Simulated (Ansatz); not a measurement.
# In2O3: the cost of one run

Program: Ansatz 0.2.0. Level of theory: DFT, PBE, plane-wave PAW, default files, scalar-relativistic, frozen cores, as far as a step names no other. These are calculated values, not measurements.

## Step 1: The structure to begin with

It takes space group R-3c (No. 167, trigonal). The conventional cell has a = 5.487 Å, b = 5.487 Å, c = 14.510 Å, α = 90.00°, β = 90.00°, γ = 120.00°. In (site symmetry 3) is surrounded by 6 O at 2.12 to 2.26 Å. O (site symmetry 2) has 4 In at 2.12 to 2.26 Å as nearest neighbours.

Coordinates:

```cif
data_structure
_symmetry_space_group_name_H-M 'P 1'
_symmetry_Int_Tables_number 1
_cell_length_a 5.7818
_cell_length_b 5.7818
_cell_length_c 5.7818
_cell_angle_alpha 56.655
_cell_angle_beta 56.655
_cell_angle_gamma 56.655
_cell_volume 126.11
loop_
_atom_site_label
_atom_site_type_symbol
_atom_site_fract_x
_atom_site_fract_y
_atom_site_fract_z
_atom_site_occupancy
In1 In 0.35731 0.35731 0.35731 1
In2 In 0.14269 0.14269 0.14269 1
In3 In 0.64269 0.64269 0.64269 1
In4 In 0.85731 0.85731 0.85731 1
O1 O 0.54800 0.95200 0.25000 1
O2 O 0.25000 0.54800 0.95200 1
O3 O 0.95200 0.25000 0.54800 1
O4 O 0.45200 0.04800 0.75000 1
O5 O 0.75000 0.45200 0.04800 1
O6 O 0.04800 0.75000 0.45200 1
```

The earlier run gave: gap on the mesh 1.30 eV, largest force 0.126 eV/Å, pressure 8.4 GPa.

Like atoms gathered into sites:

| site | atoms | first shell | V_zz (10²¹ V/m²) | η | C_Q (MHz) |
| --- | --- | --- | --- | --- | --- |
| In | 1, 2, 3, 4 | 6 O at 2.12–2.26 Å | 4.41 | 0.00 | 82.3 (¹¹⁵In) |
| O | 5, 6, 7, 8, … | 4 In at 2.12–2.26 Å | -4.66 | 0.54 | 2.88 (¹⁷O) |

Conventions: |V_zz| ≥ |V_yy| ≥ |V_xx|, η = (V_xx − V_yy)/V_zz, C_Q = eQV_zz/h. Nuclear quadrupole moments: year-2017 set (Pyykkö).

## Step 2: Ions relaxed at fixed cell

The input, input.yaml:

```yaml
crystal:
  lattice:
    - [2.7435, 1.5839604635, 4.8366666667]
    - [-2.7435, 1.5839604635, 4.8366666667]
    - [0.0, -3.167920927, 4.8366666667]
  atoms:
    - { symbol: In, position: [0.35731, 0.35731, 0.35731] }
    - { symbol: In, position: [0.14269, 0.14269, 0.14269] }
    - { symbol: In, position: [0.64269, 0.64269, 0.64269] }
    - { symbol: In, position: [0.85731, 0.85731, 0.85731] }
    - { symbol: O, position: [0.548, 0.952, 0.25] }
    - { symbol: O, position: [0.25, 0.548, 0.952] }
    - { symbol: O, position: [0.952, 0.25, 0.548] }
    - { symbol: O, position: [0.452, 0.048, 0.75] }
    - { symbol: O, position: [0.75, 0.452, 0.048] }
    - { symbol: O, position: [0.048, 0.75, 0.452] }
kpoints:
  mp_grid: { grid: [7, 7, 7] }
scf:
  occupations: { method: fermi_dirac, width: 0.02 }
hamiltonian:
  xc: pbe
  pseudopotentials: { kind: paw, frozen_core: stored }
output:
  forces: true
  stress: true
  populations: true
  efg: { quadrupole_moments_barn: { In: 0.772, O: -0.02558 } }
relax:
  f_tol: 0.02
  max_steps: 60
```

Started as:

```console
$ ansatz run input.yaml --threads 4 --pin off --max-ram 8192MiB --backend cpu --events-out ev --progress --plain --runs-dir out
```

**Question.** How long does this run take on 4 threads of Intel Xeon Platinum 8259CL at 2.50GHz (Skylake/Cascade Lake), shared host, and how much memory does it need?

About 17 s, with a peak of 0.7 GiB.
